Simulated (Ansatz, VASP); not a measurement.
## Ge in VASP and in Ansatz

Contents of INCAR:

```
SYSTEM = Ge
PREC     = Accurate       ! precision mode
ENCUT    = 520            ! plane-wave cutoff, eV
EDIFF    = 1E-6           ! SCF threshold, eV
ISMEAR   = -1             ! smearing method
SIGMA    = 0.05           ! smearing width, eV
LREAL    = .False.        ! projectors in reciprocal space
LASPH    = .True.         ! aspherical terms in the spheres
NELM     = 80             ! most SCF steps
ALGO     = Normal         ! electronic algorithm
ISIF     = 2              ! what is computed and relaxed
LWAVE    = .False.        ! write WAVECAR
LCHARG   = .False.        ! write CHGCAR
GGA      = PE             ! functional
NBANDS   = 21             ! bands
```

Contents of KPOINTS:

```
Automatic mesh
0
Gamma
  6 6 6
  0 0 0
```

POSCAR

```
Ge
1.0
    0.0000000000      2.9202275414      2.9202275414
    2.9202275414      0.0000000000      2.9202275414
    2.9202275414      2.9202275414      0.0000000000
Ge
2
Direct
    0.0000000000      0.0000000000      0.0000000000
    0.2500000000      0.2500000000      0.2500000000
```

Input for Ansatz:

```yaml
crystal:
  lattice:
    - [0.0, 2.920227541415672, 2.920227541415672]
    - [2.920227541415672, 0.0, 2.920227541415672]
    - [2.920227541415672, 2.920227541415672, 0.0]
  atoms:
    - { symbol: Ge, position: [0.0, 0.0, 0.0] }
    - { symbol: Ge, position: [0.25, 0.25, 0.25] }
basis:
  ecutwfc: 500.0
kpoints:
  mp_grid:
    grid: [6, 6, 6]
hamiltonian:
  xc: pbe
scf:
  occupations:
    method: fermi_dirac
    width: 0.05
output:
  stress: true
```

Alike in both runs: task single point; functional PBE; k mesh 6 × 6 × 6; occupations fermi-dirac, width 0.05 eV; no spin polarisation.

|  | VASP | Ansatz |
| --- | --- | --- |
| version | VASP 6.6.1 | Ansatz 0.2.0 |
| potentials or method | VASP PAW PBE potentials, release 64 (Ge_d) | plane waves, PAW |
| plane-wave cutoff (eV) | 520 | 500 |
| valence electrons in the cell | 28 | 28 |

|  | VASP | Ansatz | Ansatz less VASP |
| --- | --- | --- | --- |
| pressure (GPa) | -2.1 | -2.1 | +0.02 |

With one functional, cell and mesh, what is left measures potentials, basis and numerics.
